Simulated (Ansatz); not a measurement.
Pb under changes of volume

One of the cells (30.323 Å³/atom); the others are scaled copies at fixed shape and fractional positions:

```xyz
1
Lattice="0.0000 2.4750 2.4750 2.4750 0.0000 2.4750 2.4750 2.4750 0.0000" Properties=species:S:1:pos:R:3 pbc="T T T"
Pb    0.0000    0.0000    0.0000
```

| Quantity | Value |
| --- | --- |
| Program | Ansatz 0.2.0 |
| Functional | PBE |
| Potentials or basis | Ansatz NC |
| Cutoff | 850 eV (not typed: the program's choice for these potentials) |
| k mesh | 9 × 9 × 9 |
| Occupations | fermi-dirac, width 0.05 eV |
| Spin | no spin polarisation |

```csv
volume (Å³/atom),energy over the lowest point (meV/atom),pressure (GPa)
28.503,56.95,6.1
29.110,36.63,4.7
29.716,21.33,3.4
30.323,10.54,2.3
30.929,3.73,1.3
31.535,?,?
32.142,0.00,-0.3
```

Problem. What does the run at 31.535 Å³/atom give?

Solution. Energy over the lowest point 0.36 meV/atom; pressure 0.5 GPa.

Worked out: A Birch-Murnaghan fit of order 3 (a polynomial in V^(-2/3)) to the other rows has its minimum at 31.91 Å³/atom with B0 = V·E''(V) = 39 GPa and B' = 5.7. It gives 0.33 meV/atom at 31.535 Å³/atom, against the run's 0.36, and -dE/dV = 0.5 GPa, against 0.5.

Energies are extrapolated to zero smearing.
